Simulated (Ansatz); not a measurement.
## FeCo: the change of energy less free atoms and pressure with volume scale

Results calculated with Ansatz 0.2.0, not measured. Periodic Kohn-Sham DFT of a crystal at fixed atoms, scaled to volume_scale times the given cell; pressure positive in compression, energy less spherical unpolarised free atoms, largest_vzz the field gradient of largest size among the nuclei.

The cell before it is scaled or strained (space group Pm-3m, No. 221):
```
CELL_PARAMETERS angstrom
2.85700 0.00000 0.00000
0.00000 2.85700 0.00000
0.00000 0.00000 2.85700
ATOMIC_POSITIONS crystal
Fe 0.50000 0.50000 0.50000
Co 0.00000 0.00000 0.00000
```

Settings of every row: method all-electron LAPW; functional PBE; relativity scalar; k mesh 11x11x11; filling fermi-dirac; smearing width 0.05 eV; basis error target 1 meV/atom; nucleus gaussian.

Atom:
```csv
element,start moment (bohr magneton)
Fe,3
Co,2
```

```csv
row,volume scale,V (Å³/atom),energy less free atoms (eV/atom),pressure (GPa),cell moment (bohr magneton)
1,0.95,11.077,-8.7567,7.592,4.429
2,0.975,11.369,-8.7654,2.113,4.478
3,1,11.66,-8.7648,-2.637,4.523
4,1.025,11.952,?,?,?
5,1.05,12.243,-8.7406,-10.309,4.605
```

Question: what energy less free atoms and pressure should row 4 give?

Worked fit of energy less free atoms. Take u = (V_r/V)^(2/3) − 1 with V_r = 11.514 Å³ an atom, which is twice the finite (Eulerian) strain; such expansions in the strain, on which the Birch-Murnaghan equation of state is built, carry the rest volume and the bulk modulus. The shown rows have u = 0.02613, 0.00848, -0.00837, -0.0401. Least squares give energy less free atoms = −8.76616 − 0.0326 × u + 15.088 × u² eV/atom; a straight line predicts inner rows, each left out in turn, worse (root mean square 0.01 against 8.8e-05 eV/atom). All shown rows lie on it to the printed digit. Its lowest point lies at u = 0.0011, or V = 11.5 Å³ an atom, and the curvature there gives the bulk modulus at fixed shape and fractions, B = (4/9)(1 + u)² E″(u)/V = 187 GPa. The withheld row has u = -0.02458, so the fit gives −8.76616 − 0.0326 × (-0.02458) + 15.088 × (-0.02458)² = -8.7562 eV/atom.

The calculation gave -8.7562 eV/atom. The fit meets it to the printed digit.

Worked fit of pressure. Take u = (V_r/V)^(2/3) − 1 with V_r = 11.514 Å³ an atom, which is twice the finite (Eulerian) strain; such expansions in the strain, on which the Birch-Murnaghan equation of state is built, carry the rest volume and the bulk modulus. The shown rows have u = 0.02613, 0.00848, -0.00837, -0.0401. Least squares give pressure = −0.3361 + 281.824 × u + 826.04 × u² GPa; a straight line predicts inner rows, each left out in turn, worse (root mean square 0.57 against 0.0003 GPa). All shown rows lie on it to the printed digit. The pressure vanishes at u = 0.0012, or V = 11.49 Å³ an atom, and there the bulk modulus at fixed shape and fractions is B = −V dP/dV = (2/3)(1 + u) dP/du = 189 GPa. The withheld row has u = -0.02458, so the fit gives −0.3361 + 281.824 × (-0.02458) + 826.04 × (-0.02458)² = -6.764 GPa.

The calculation gave -6.758 GPa. The fit lies 0.006 GPa (0.034 % of the column's range) below it; its largest miss of a shown row is 0.000 GPa.

The other values of row 4: cell moment 4.565 bohr magneton.
